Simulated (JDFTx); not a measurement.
The system is Cl.

```
Cl
1.0
     3.14500   -2.25000    0.00000
     3.14500    2.25000    0.00000
     0.00000    0.00000    8.21000
Cl
4
Direct
  0.37000 0.63000 0.40000
  0.13000 0.87000 0.90000
  0.63000 0.37000 0.60000
  0.87000 0.13000 0.10000
```

| Quantity | Value |
| --- | --- |
| Program | JDFTx 1.7.0 (patched build) |
| Task | single point |
| Functional | PBEsol |
| Potentials or basis | PseudoDojo-SR-PBEsol-0.4.1-standard with smoothed tails |
| Cutoff | 789 eV |
| Density cutoff | 6313 eV |
| k mesh | 7 × 7 × 4 |
| Occupations | fermi-dirac, width 0.05 eV |
| Spin | no spin polarisation |

On this cell: pressure -0.9 GPa; largest force 0.173 eV/Å; band gap on the k mesh 2.41 eV, indirect (least direct gap 2.46 eV).

The same run follows on a disturbed copy (atoms moved at random, drawn with an rms of 0.05 Å):

```xyz
4
Lattice="3.1450 -2.2500 0.0000 3.1450 2.2500 0.0000 0.0000 0.0000 8.2100" Properties=species:S:1:pos:R:3 pbc="T T T"
Cl    3.1942    0.5447    3.2853
Cl    3.1545    1.7107    7.4021
Cl    3.1272   -0.5831    4.9371
Cl    3.1560   -1.6490    0.8095
```

Q: What does the disturbed cell give?

A: The energy moves by +0.5 meV/atom; pressure 0.0 GPa; largest force 0.519 eV/Å; band gap on the k mesh 2.53 eV, indirect (least direct gap 2.57 eV).

Forces on the atoms (eV/Å):
```
Cl  -0.031 -0.011 -0.111
Cl  -0.007 -0.207 -0.471
Cl   0.030  0.000  0.110
Cl   0.007  0.219  0.471
```

Stress tensor (GPa, compression positive):
```
 0.13 -0.01  0.03
-0.01 -0.27  0.55
 0.03  0.55  0.06
```

Caveats: the empty levels aren't tightly converged; an odd mesh through Γ misses points on the zone boundary, where band edges often lie.
